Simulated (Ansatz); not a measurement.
Here is an Ansatz 0.2.0 calculation.

The input input.yaml:

```yaml
crystal:
  lattice:
    - [0.0, 2.5450727058, 2.5450727058]
    - [2.5450727058, 0.0, 2.5450727058]
    - [2.5450727058, 2.5450727058, 0.0]
  atoms:
    - { symbol: Zr, position: [0.0, 0.0, 0.0] }
    - { symbol: O, position: [0.75, 0.75, 0.75] }
    - { symbol: O, position: [0.25, 0.25, 0.25] }
hamiltonian:
  xc: pbesol
  pseudopotentials: { kind: paw }
kpoints:
  mp_grid: { grid: [9, 9, 9] }
  band_path:
    path:
      - [[0.0, 0.0, 0.0], [0.5, 0.0, 0.5], [0.5, 0.25, 0.75], [0.375, 0.375, 0.75], [0.0, 0.0, 0.0], [0.5, 0.5, 0.5], [0.625, 0.25, 0.625], [0.5, 0.25, 0.75], [0.5, 0.5, 0.5], [0.375, 0.375, 0.75]]
      - [[0.625, 0.25, 0.625], [0.5, 0.0, 0.5]]
    npoints: 14
scf:
  occupations: { method: fermi_dirac, width: 0.05 }
  n_extra_bands: 7
output:
  forces: true
  stress: true
  eigenvalues: true
  fatbands: true
  write_density: true
  write_potential: true
  elf: true
  volumetric_format: npy
```

Potentials or basis: Ansatz PAW.

Command:

```bash
$ ansatz run input.yaml --threads 2 --pin off --max-ram 5632MiB --backend cpu --events-out ev --progress --plain --runs-dir out
```

Q: Estimate the band gap on the k mesh.

A: 3.34 eV, indirect (least direct gap 3.83 eV).

Q: What does it give for the pressure?

A: -3.8 GPa.

Levels at the corners of the path, in eV from the valence-band top:
```csv
point,band 10,band 11,band 12,band 13,band 14,band 15
Γ,-0.54,-0.54,-0.54,3.29,3.29,6.37
X,-1.52,-1.52,0.00,3.71,4.70,5.82
W,-2.40,-1.39,-0.20,4.38,4.53,6.28
K,-2.23,-1.22,-0.34,3.96,4.70,6.15
Γ,-0.54,-0.54,-0.54,3.29,3.29,6.37
L,-2.51,-1.66,-1.66,3.94,3.94,6.08
U,-2.23,-1.22,-0.34,3.96,4.70,6.15
W,-2.40,-1.39,-0.20,4.38,4.53,6.28
L,-2.51,-1.66,-1.66,3.94,3.94,6.08
K,-2.23,-1.22,-0.34,3.96,4.70,6.15
U,-2.23,-1.22,-0.34,3.96,4.70,6.15
X,-1.52,-1.52,0.00,3.71,4.70,5.82
```

Caveat: the k mesh misses the band edges, so the gap on the mesh is wider than the one along the path; the pressure holds a Pulay correction of +0.7 GPa for the finite cutoff; the PAW data sets come from PBE, with cores solved anew for the run's functional, which leaves a small shift of forces and pressure. PBEsol gaps usually lie below the measured ones, often by a third to a half.
